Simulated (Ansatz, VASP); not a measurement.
## Two plane-wave programs on PbSe

```
Pb Se
1.0
    -0.08434    3.40447    3.06709
     3.40447   -0.08434    3.06709
     3.32012    3.32012    0.00000
Pb Se
1 1
Direct
  0.00000 0.00000 0.00000
  0.50000 0.50000 0.50000
```

Change from the starting cell: engineering shear strain xy -0.0550, equal normal strain along x and y +0.1100.

Alike in both runs: task single point; functional PBE; dispersion D3(BJ); k mesh 10 × 10 × 10; occupations gaussian, width 0.03 eV; no spin polarisation.

|  | VASP | Ansatz |
| --- | --- | --- |
| version | VASP 6.6.1 | Ansatz 0.2.0 |
| potentials or method | VASP PAW PBE potentials, release 64 (Pb_d, Se) | scalar-relativistic, plane waves, PAW |
| plane-wave cutoff (eV) | 520 | 420 |
| valence electrons in the cell | 20 | 30 |

Ansatz gave:

| Item | Value |
| --- | --- |
| gap on the k mesh at the Fermi level (eV) | 0.46 |
| least direct gap on the mesh (eV) | 0.49 |
| pressure (GPa) | -5.7 |
| largest component of the traceless stress (GPa) | 3.69 |

Estimate VASP's values.

gap on the k mesh at the Fermi level (eV): 0.46; least direct gap on the mesh (eV): 0.49; pressure (GPa): -5.7; largest component of the traceless stress (GPa): 3.72.

The functional is the same, so the differences come from potentials, cutoffs and numerics. The two sets of potentials don't hold the same shells in valence.

Caveats: spin-orbit coupling is left out, which as a rule narrows the gap of such compounds by several tenths of an eV. A k mesh can miss the band edges.
